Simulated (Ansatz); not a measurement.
Abridged Ansatz (a quantum-chemistry and plane-wave program) output:

```
Relaxation: its limit of steps is 50 (relax.max_steps)
Pseudopotential: N, paw, valence charge 5
Pseudopotential: In, paw, valence charge 13
Crystal: 2 atoms, lattice volume = 31.496 Å³
Basis set: ecut = 420 eV, 609 PW (Γ), exchange–correlation on 48×48×48 points (8 copies of the dense FFT grid, shifted against one another)
Bands: 13, of which v1, the nominal top of the filled ones, is band 9 counted from 1 (8 counted from 0)
Symmetry: 8 space group operations
k-points: 126 of 1331 (time reversal used)
Functional: x = pbe(κ = 0.804, μ = 0.2195149727645171), c = pbe(β = 0.06672455060314922)
SCF iter   1: F=—  HF=-5982.192940 eV  |F-HF|=—  |Δ(HF+E_count)|=         —  Δρ=7.15e-2  dr2=2.18e0  ethr=3.10e-3  ⟨swp⟩=5.2  Hψ=9318  notcnv=0
SCF iter   2: F=—  HF=-5981.736175 eV  |F-HF|=—  |Δ(HF+E_count)|=   4.57e-1  Δρ=2.85e-2  dr2=3.50e-1  ethr=3.10e-3  ⟨swp⟩=2.3  Hψ=3455  notcnv=0
SCF 1 converged in 7 iterations: F = -5981.663545 eV  dr2 = 3.99e-10
relax step   1: F+E_penalty+E_count = -5981.66354462 eV  Δ(F+E_penalty+E_count) = +0.000e0 eV  max|allowed force component| = 2.776e-17 eV/Å  Δτ_max = 0.0000 Å  P = +2.742 GPa  Ω = 31.496 Å³  fix = [a, b, gamma]  reactions: a +3.156, b +3.156 GPa  (7 SCF iters, dr2 threshold 1.00e-7 eV, accepted)
[... steps on the carried basis left out ...]
relax step   5: F+E_penalty+E_count = -5981.66553831 eV  Δ(F+E_penalty+E_count) = +6.803e-6 eV  max|allowed force component| = 1.041e-16 eV/Å  Δτ_max = 0.0000 Å  P = +1.308 GPa  Ω = 31.834 Å³  energy of the carried Pulay correction = -7.638e-6 eV  fix = [a, b, gamma]  reactions: a +1.961, b +1.961 GPa  (6 SCF iters, dr2 threshold 3.79e-9 eV, accepted)
Crystal: 2 atoms, lattice volume = 31.834 Å³
SCF iter   1: F=—  HF=-5981.665555 eV  |F-HF|=—  |Δ(HF+E_count)|=         —  Δρ=1.26e-6  dr2=1.10e-10  ethr=3.97e-8  ⟨swp⟩=3.2  Hψ=14519  notcnv=0
SCF iter   2: F=—  HF=-5981.665545 eV  |F-HF|=—  |Δ(HF+E_count)|=   1.08e-5  Δρ=5.68e-7  dr2=2.17e-11  ethr=6.11e-13 (applied; sched 1.00e-12)  ⟨swp⟩=3.1  Hψ=3920  notcnv=0
SCF 6 converged in 8 iterations: F = -5981.665545 eV  dr2 = 1.66e-18
SCF converged after 8 iterations
Free energy (F): -5981.665545 eV
Internal energy: -5981.665232 eV  (E = F + TS)
E sigma→0 (E₀):  -5981.665388 eV
Entropy (-TS):   -0.000312 eV (-0.156 meV/atom)
Fermi energy:    9.312869 eV
--- Forces (eV/Å), atoms counted from 1 ---
  atom   1  N      0.00000000     0.00000000     0.00000000
  atom   2  In    -0.00000000     0.00000000     0.00000000
--- Stress (GPa, compression-positive) ---
        1.961359      -0.000000       0.000000
       -0.000000       1.961359       0.000000
        0.000000       0.000000       0.000890
  P = ⅓ Tr σ = 1.3079 GPa (13.079 kbar)
--- Relaxed structure (4 steps of the walk, 4 accepted, 2 SCFs on fresh bases) ---
  cell:  # Å, volume = 31.8340 Å³
    - [3.5194267574, 0.0, 4.0780193832718646e-33]
    - [0.0, 3.5194267574, 0.0]
    - [1.7597133787, -1.7597133787, 2.570087639487469]
  atoms:
    - { symbol: N, position: [0.24999999999999994, 0.25, 0.5] }
    - { symbol: In, position: [-5.198668911977948e-34, 0.0, 0.0] }
```

Problem. What was computed, and what are the main results?

Solution. InN, 2 atoms in the cell, with PBE (Ansatz, PAW, no spin-orbit coupling), earlier PAW set. The last SCF converged to F = -5981.665545 eV, or -2990.8328 eV per atom, at a pressure of 1.31 GPa. The total energy compares only with runs of the same code, potentials and settings.

A case with no gap was solved on a k-mesh chosen for an insulator, which is coarse for it. The cells carry an imposed strain or load. Whether these cells are dynamically stable was not tested. The final runs are not spin-polarised. The cell was made from InN in the zinc blende structure (space group F-43m, No. 216) by this change: biaxial strain −1.43 %, plane normal [001], relaxed out of plane. This is not the structure that InN has at room temperature and ambient pressure.

Keys are those of Ansatz 0.2.
